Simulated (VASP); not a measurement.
Write the native input for VASP 6.6.1 that does the following.

```
Task                   : band structure
Functional             : r2SCAN
Potentials or basis    : VASP PAW PBE potentials, release 64 (Ge_d)
Cutoff                 : 520 eV
k mesh                 : 12 × 12 × 5
Occupations            : gaussian, width 0.03 eV
Spin                   : no spin polarisation
Further INCAR settings : ALGO = Normal; EDIFF = 1e-06; NBANDS = 36
```

The structure of Ge lies in POSCAR:

```
Ge                                      
1.0
    3.9959447698      0.0000000000      0.0000000000
   -1.9979723849      3.4605896816      0.0000000000
    0.0000000000      0.0000000000      6.5938748915
  Ge            
     4
Direct
     0.6666666699999979    0.3333333300000021    0.0629066835698244
     0.3333333300000021    0.6666666699999979    0.5629066835698243
     0.6666666699999979    0.3333333300000021    0.4370933164301756
     0.3333333300000021    0.6666666699999979    0.9370933164301757
```

This isn't the form of Ge at room conditions, which is diamond.

One way to write it, as run:

INCAR

```
SYSTEM = Ge
ALGO     = Normal         ! electronic algorithm
EDIFF    = 1E-6           ! SCF threshold, eV
ENCUT    = 520            ! plane-wave cutoff, eV
ISIF     = 2              ! what is computed and relaxed
ISMEAR   = 0              ! smearing method
LASPH    = .TRUE.         ! aspherical terms in the spheres
LCHARG   = .FALSE.        ! write CHGCAR
LMIXTAU  = .TRUE.       
LREAL    = .FALSE.        ! projectors in reciprocal space
LWAVE    = .FALSE.        ! write WAVECAR
METAGGA  = R2SCAN         ! meta-GGA
NBANDS   = 36             ! bands
NELM     = 80             ! most SCF steps
PREC     = Accurate       ! precision mode
SIGMA    = 0.03           ! smearing width, eV
```

KPOINTS

```
k-points
0
G
  12 12 5
  0 0 0
```

KPOINTS_OPT

```
explicit points
141
Reciprocal
 0.0000000000  0.0000000000  0.0000000000 1
 0.0357142857  0.0000000000  0.0000000000 1
 0.0714285714  0.0000000000  0.0000000000 1
 0.1071428571  0.0000000000  0.0000000000 1
 0.1428571429  0.0000000000  0.0000000000 1
 0.1785714286  0.0000000000  0.0000000000 1
[... 133 lines left out ...]
 0.5000000000  0.0000000000  0.5000000000 1
 0.5000000000  0.0000000000  0.0000000000 1
```

Potentials or basis: VASP PAW PBE potentials, release 64 (Ge_d).

Command:

```bash
$ cat potpaw_PBE.64/Ge_d/POTCAR > POTCAR
$ mpirun -np 1 vasp_std > vasp.out
```

It gave:

- Pressure: -0.2 GPa
- Largest force: 0.005 eV/Å
- Band gap on the k mesh: 0.06 eV, direct
- Band gap along the path: 0.06 eV, direct

Caveat: the PAW data sets were made with another functional, which shifts forces and pressure a little.

Wall time 19 min on 1 thread of Intel(R) Xeon(R) Platinum 8488C (Sapphire Rapids), on a shared host, peak memory 0.36 GiB.
